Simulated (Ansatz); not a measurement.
Input and command of a calculation in Ansatz (plane waves; scalar-relativistic PAW potentials unless the input names others):

```yaml
crystal:
  lattice:
    - [-3.8454929876, 0.0, 0.0]
    - [0.0, 0.0, -6.3053333116]
    - [0.0, -6.6605892347, 0.0]
  atoms:
    - { symbol: Zn, position: [0.5, 0.9947802896, 0.1554064017] }
    - { symbol: Zn, position: [0.0, 0.9947802896, 0.6554064017] }
    - { symbol: Zn, position: [0.0, 0.4947802896, 0.3445935983] }
    - { symbol: Zn, position: [0.5, 0.4947802896, 0.8445935983] }
    - { symbol: S, position: [0.5, 0.6202196276, 0.1757633347] }
    - { symbol: S, position: [0.0, 0.6202196276, 0.6757633347] }
    - { symbol: S, position: [0.0, 0.1202196276, 0.3242366653] }
    - { symbol: S, position: [0.5, 0.1202196276, 0.8242366653] }
basis:
  ecutwfc: 420
kpoints:
  mp_grid: { grid: [8, 4, 4] }
hamiltonian:
  xc: pbe
scf:
  occupations: { method: tetrahedron }
output:
  forces: true
  eigenvalues: true
  stress: true
```

```bash
ansatz run input.yaml --threads 2 --pin off --max-ram 5120MiB --backend cpu --events-out ev --progress --plain --runs-dir out
```

Abridged log:
```
Warning: output.forces, output.stress, relax.cell or npt_langevin: where a Kohn–Sham band that disperses or a degenerate level is filled in part under the method tetrahedron, the forces or the stress that this run publishes need not agree with its energy (scf.occupations.method in the input reference, under Limitations); prefer a smearing scheme for the forces or the stress
band count auto-derived: 45 (N_el = 72.0; filled up to band 36; 44 by the electrons, moments and atoms)
Pseudopotentials: kind: paw
Pseudopotential: Zn, paw, valence charge 12, recommended cutoff 420 eV (normal)
Pseudopotential: S, paw, valence charge 6, recommended cutoff 420 eV (normal)
Functional definition: PBE
Crystal: 8 atoms, lattice volume = 161.500 Å³
Basis set: ecut = 420 eV, 3159 PW (Γ), exchange–correlation on 54×90×90 points (8 copies of the dense FFT grid, shifted against one another)
Bands: 45, of which v1, the nominal top of the filled ones, is band 36 counted from 1 (35 counted from 0)
Symmetry: 8 space group operations
Space group: Cmc21 (ITA 36), of the structure as read, at distance tolerance 5.4e-5 Å
k-points: 45 of 128 (time reversal used)
Initial density: superposition of atomic densities (neutral atoms: chi_scale 0, normalization atom), corrected by the library's trained network
Initial wavefunctions: pseudopotential atomic-orbital guess
Functional: x = pbe(κ = 0.804, μ = 0.21951497), c = pbe(β = 0.06672455)
SCF iter   1: F=—  HF=-16890.895564 eV  |F-HF|=—  |Δ(HF+E_count)|=         —  Δρ=5.36e-4  dr2=5.47e-4  ethr=1.77e-3  ⟨swp⟩=8.5  Hψ=9102  notcnv=0
SCF iter   2: F=—  HF=-16890.896336 eV  |F-HF|=—  |Δ(HF+E_count)|=   7.72e-4  Δρ=4.16e-4  dr2=2.34e-4  ethr=7.60e-7  ⟨swp⟩=3.1  Hψ=5289  notcnv=0  defer=159
SCF iter   3: F=—  HF=-16890.896519 eV  |F-HF|=—  |Δ(HF+E_count)|=   1.83e-4  Δρ=2.32e-4  dr2=4.76e-5  ethr=3.25e-7  ⟨swp⟩=2.0  Hψ=3689  notcnv=0  defer=159
SCF iter   4: F=—  HF=-16890.896500 eV  |F-HF|=—  |Δ(HF+E_count)|=   1.92e-5  Δρ=6.86e-5  dr2=7.48e-6  ethr=6.61e-8  ⟨swp⟩=2.3  Hψ=3577  notcnv=0  defer=159
SCF iter   5: F=—  HF=-16890.896500 eV  |F-HF|=—  |Δ(HF+E_count)|=   6.09e-8  Δρ=2.96e-5  dr2=1.39e-6  ethr=1.04e-8  ⟨swp⟩=2.0  Hψ=2668  notcnv=0  defer=159
SCF iter   6: F=—  HF=-16890.896501 eV  |F-HF|=—  |Δ(HF+E_count)|=   1.66e-6  Δρ=1.01e-5  dr2=1.47e-7  ethr=1.93e-9  ⟨swp⟩=2.5  Hψ=3788  notcnv=0  defer=159
SCF iter   7: F=-16890.896501 eV  HF=-16890.896501 eV  |F-HF|=2.28e-9  |Δ(HF+E_count)|=   1.20e-7  Δρ=3.00e-6  dr2=1.21e-8  ethr=1.39e-10  ⟨swp⟩=6.1  Hψ=8218  notcnv=0
SCF 1 converged in 7 iterations: F = -16890.896501 eV  dr2 = 1.21e-8
SCF converged after 7 iterations
Stability not checked: this state was not tested for a lower state beside it, because cold or Methfessel-Paxton smearing, or corrected tetrahedra, fill the levels in a way that the test cannot read (fill_not_monotonic; see scf.lower_state_search)
Free energy (F): -16890.896501 eV
Harris-Foulkes:  -16890.896501 eV  (|F-HF|=2.28e-9)
Internal energy: -16890.896501 eV  (E = F + TS)
E sigma→0 (E₀):  -16890.896501 eV
Fermi energy:    5.535327 eV
--- Forces (eV/Å), atoms counted from 1 ---
  atom   1  Zn     0.00000000    -0.09365400     0.01298053
  atom   2  Zn     0.00000000    -0.09365400     0.01298053
  atom   3  Zn     0.00000000     0.09365400     0.01298053
  atom   4  Zn     0.00000000     0.09365400     0.01298053
  atom   5  S      0.00000000     0.03345471    -0.01297884
  atom   6  S      0.00000000     0.03345471    -0.01297884
  atom   7  S      0.00000000    -0.03345471    -0.01297884
  atom   8  S      0.00000000    -0.03345471    -0.01297884
--- Stress (GPa, compression-positive) ---
        0.134041       0.000000       0.000000
        0.000000      -0.185896       0.000000
        0.000000       0.000000      -0.116957
  P = ⅓ Tr σ = -0.0563 GPa (-0.563 kbar)
```

Apart from outputs and empty bands, the input differs from a reference run on usual settings in scf.occupations.width: 0.05 → not typed; scf.occupations.method: "gaussian" → "tetrahedron". The reference, at the same geometry (not necessarily relaxed), gave pressure -0.06 GPa, largest force 0.095 eV/Å, gap on the mesh 2.04 eV. This run converged in 7 SCF iterations (reference: 7) with an energy at zero smearing within 0.01 meV/atom of the reference's, pressure -0.06 GPa, largest force 0.095 eV/Å, gap on the mesh 2.04 eV.

Time: 24 s on 2 threads of AMD EPYC 7R43 64-Core Processor (Zen 3), with other jobs on the host, peak memory 0.57 GiB.